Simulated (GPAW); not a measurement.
Runs of GPAW 26.7.0 on GaSb. Symmetry: F-43m, No. 216, cubic system. Conventional cell: a = 6.118 Å, b = 6.118 Å, c = 6.118 Å, α = 90.00°, β = 90.00°, γ = 90.00°. Sb (site symmetry -43m) has 4 Ga at 2.65 Å as nearest neighbours. Ga (site symmetry -43m) has 4 Sb at 2.65 Å as nearest neighbours. 

| task | level | potentials or basis | spin | k mesh | cutoff (eV) | smearing | exx fractions | response ecut | kernel | kernel average | over volumes | mesh quality | gap on the mesh (eV) | pressure (GPa) |
| --- | --- | --- | --- | --- | --- | --- | --- | --- | --- | --- | --- | --- | --- | --- |
| one-shot levels on a semilocal density | r2SCAN | GPAW PAW data sets (gpaw-data 1.2.1), pw | off | 5 × 5 × 5 | 500 | fermi-dirac 0.001 eV | r2SCAN0 0.25, r2SCANh 0.1, r2SCAN50 0.5 | - | - | - | - | coarse | 0.51 | - |
| band structure | LDA | the program's PAW data sets (release 1.2.1) made for this functional, pw | SOC, no magnetisation | 6 × 6 × 6 | 600 | fermi-dirac 0.05 eV | - | - | - | - | - | not flagged | - | (a) |
| single point | LDA | PAW data sets generated in the run's folder for this functional, pw | off | 6 × 6 × 6 | 500 | fermi-dirac 0.01 eV | - | - | - | - | - | not flagged | none | -2.0 |
| electron localisation function | r2SCAN | GPAW PAW data sets (gpaw-data 1.2.1), pw | off | 4 × 4 × 4 | 510 | fermi-dirac 0.01 eV | - | - | - | - | - | coarse | 0.51 | 0.1 |

Alike in all rows: cell as given.

Question: Fill in the values left out.

Answer: (a) -1.7.

Caveats: some runs use coarse meshes; the PAW data sets were made with another functional, which shifts forces and pressure a little (some runs); spin-orbit coupling is left out, which moves the levels of the heavy elements (some runs); this crystal is a semiconductor, whose small gap the functional closes, so the metal is an error of the method (some runs); the cutoff is short for stress and forces, so pressures can be off by a GPa or more (some runs); energy and the plain gap are those of the semilocal run (some runs); the hybrids' values are one shot on its orbitals and mesh (some runs); an odd mesh through Γ misses points on the zone boundary, where band edges often lie (some runs).

A k mesh can miss the band edges, and rows without SOC leave out spin-orbit coupling on Ga, Sb.

A gap of «none» marks a metal or a gap under the smearing width.

Runs at the PBE level aren't shown here.
